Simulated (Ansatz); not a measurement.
**SiNi: frozen-core PAW against all-electron methods**

```
Si Ni
1.0
     2.94277    0.00000    0.00000
     0.00000    3.28033    0.00000
     0.00000    0.00000    4.67745
Si Ni
2 2
Direct
  0.00000 0.00000 0.15686
  0.50000 0.50000 0.84314
  0.00000 0.00000 0.65750
  0.50000 0.50000 0.34250
```

Atoms are numbered in the order listed.

The cell is the one relaxed in the Materials Project (mp-999192), not relaxed further here; entries there can be hypothetical.

Spin polarisation is left out, and whether a magnetic state lies lower isn't shown here.

All numbers are computed: DFT, PBEsol, PAW with Ansatz's default frozen-core files, scalar-relativistic (Ansatz 0.2.0); DFT, PBEsol, all-electron PAW with datasets made for the crystal, scalar-relativistic (Ansatz 0.2.0); DFT, PBEsol, all-electron LAPW, scalar-relativistic (Ansatz 0.2.0).

For PAW: a Γ-centred 14×12×9 k mesh, Fermi–Dirac smearing of 0.05 eV, cutoff 420 eV, no spin polarisation; the PAW files were made with PBE, and the program remakes their frozen cores for this functional. The crystal-made all-electron datasets (AE datasets) take a cutoff of 280 eV at this cell. LAPW targets a basis error of 1 meV/atom. The Ansatz runs share mesh, smearing and spin set-up. Plane-wave (PAW) pressures include the program's estimate of the Pulay term.

Stress and pressure are positive in compression.

In a metal, gradients converge slowly with the k mesh: the values move by tens of per cent from one mesh to another, at times in sign, so only the comparison on one mesh counts.

Levels count from the Fermi level.

```tsv
quantity	PAW	AE datasets	LAPW
pressure (GPa)	0.14	0.10	0.12
stress xx (GPa)	0.87	0.86	0.86
stress yy (GPa)	-0.18	-0.18	-0.17
stress zz (GPa)	-0.28	-0.37	-0.34
force on Si1, z (eV/Å)	0.083	0.086	0.085
force on Ni3, z (eV/Å)	-0.059	-0.059	-0.060
highest filled level at Γ (eV)	-1.368	-1.369	-1.369
lowest empty level at Γ (eV)	1.253	1.250	1.250
highest filled level at R (eV)	-0.396	-0.394	-0.394
lowest empty level at R (eV)	1.052	1.051	1.051
field gradient Vzz at Si1 (10²¹ V/m²)	-3.13	-3.09	–
field gradient Vzz at Ni3 (10²¹ V/m²)	0.68	0.70	–
```

PAW's pressure differs from the LAPW value by +0.02 GPa. Datasets made for the crystal and LAPW share parts of one code, so their agreement isn't an independent check.
